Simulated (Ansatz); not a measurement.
Crystal: ZnSe (Stilleite).

```
Se Zn
1.0
     0.00000    2.83380    2.83380
     2.83380    0.00000    2.83380
     2.83380    2.83380    0.00000
Se Zn
1 1
Direct
  0.75000 0.75000 0.75000
  0.00000 0.00000 0.00000
```

```yaml
Program: Ansatz 0.2.0
Task: single point
Functional: PBE
Potentials_or_basis: all-electron LAPW, scalar-relativistic
Cutoff: 311 eV (chosen from the basis error)
Basis_error_allowed: 0.001 eV/atom
k_mesh: 8 × 8 × 8
Occupations: fermi-dirac, width 0.05 eV
Spin: no spin polarisation
```

On this cell: pressure 2.1 GPa; largest force zero by symmetry; band gap on the k mesh 1.29 eV, direct.

The same run follows on a disturbed copy (atoms moved at random, drawn with an rms of 0.05 Å):

```
Se Zn
1.0
     0.00000    2.83380    2.83380
     2.83380    0.00000    2.83380
     2.83380    2.83380    0.00000
Se Zn
1 1
Direct
  0.74923 0.75242 0.74879
  0.99080 0.99135 0.00787
```

Q: What does the disturbed cell give?

A: The energy moves by +4.3 meV/atom; pressure 2.2 GPa; largest force 0.310 eV/Å; band gap on the k mesh 1.24 eV, direct.

Forces on the atoms (eV/Å):
```
Se  -0.030  0.004 -0.309
Zn   0.030 -0.004  0.309
```

Stress tensor (GPa, compression positive):
```
 2.23  1.11 -0.02
 1.11  2.24  0.11
-0.02  0.11  2.15
```

